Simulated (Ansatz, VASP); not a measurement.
## One calculation of BAs, two programs

File INCAR:

```
SYSTEM = BAs
PREC     = Accurate       ! precision mode
ENCUT    = 520            ! plane-wave cutoff, eV
EDIFF    = 1E-6           ! SCF threshold, eV
ISMEAR   = 0              ! smearing method
SIGMA    = 0.025          ! smearing width, eV
LREAL    = .False.        ! projectors in reciprocal space
LASPH    = .True.         ! aspherical terms in the spheres
NELM     = 100            ! most SCF steps
ALGO     = Normal         ! electronic algorithm
ISIF     = 2              ! what is computed and relaxed
LWAVE    = .False.        ! write WAVECAR
LCHARG   = .True.         ! write CHGCAR
GGA      = PE             ! functional
LELF     = .True.         ! ELF
LVHAR    = .True.       
NBANDS   = 11             ! bands
```

The input KPOINTS:

```
regular mesh
0
Gamma
  10 10 10
  0 0 0
```

POSCAR

```
BAs
1.0
    0.0000000000      2.3885000000      2.3885000000
    2.3885000000      0.0000000000      2.3885000000
    2.3885000000      2.3885000000      0.0000000000
As B
1 1
Direct
    0.7500000000      0.7500000000      0.7500000000
    0.0000000000      0.0000000000      0.0000000000
```

The input input.yaml:

```yaml
crystal:
  lattice:
    - [0.0, 2.3885, 2.3885]
    - [2.3885, 0.0, 2.3885]
    - [2.3885, 2.3885, 0.0]
  atoms:
    - { symbol: As, position: [0.75, 0.75, 0.75] }
    - { symbol: B, position: [0.0, 0.0, 0.0] }
kpoints:
  mp_grid: { grid: [10, 10, 10] }
scf:
  occupations: { method: gaussian, width: 0.025 }
hamiltonian:
  xc: pbe
  pseudopotentials: { kind: all_electron, lapw: { basis_error: 0.001 } }
output:
  forces: true
  stress: true
  eigenvalues: true
```

Alike in both runs: task single point; functional PBE; k mesh 10 × 10 × 10; occupations gaussian, width 0.025 eV; no spin polarisation.

|  | VASP | Ansatz |
| --- | --- | --- |
| version | VASP 6.6.1 | Ansatz 0.2.0 |
| potentials or method | VASP PAW PBE potentials, release 64 (As, B) | all-electron LAPW, scalar-relativistic |
| plane-wave cutoff (eV) | 520 | see its input |

```tsv
	VASP	Ansatz	Ansatz less VASP
gap on the k mesh at the Fermi level (eV)	1.18	1.19	+0.011
least direct gap on the mesh (eV)	3.28	3.28	+0.008
pressure (GPa)	3.4	2.7	-0.69
```

Ansatz ran all-electron here, so the differences hold the error of VASP's frozen core and of both bases.

A k mesh can miss the band edges. As with any semilocal functional, this PBE gap is likely too small.
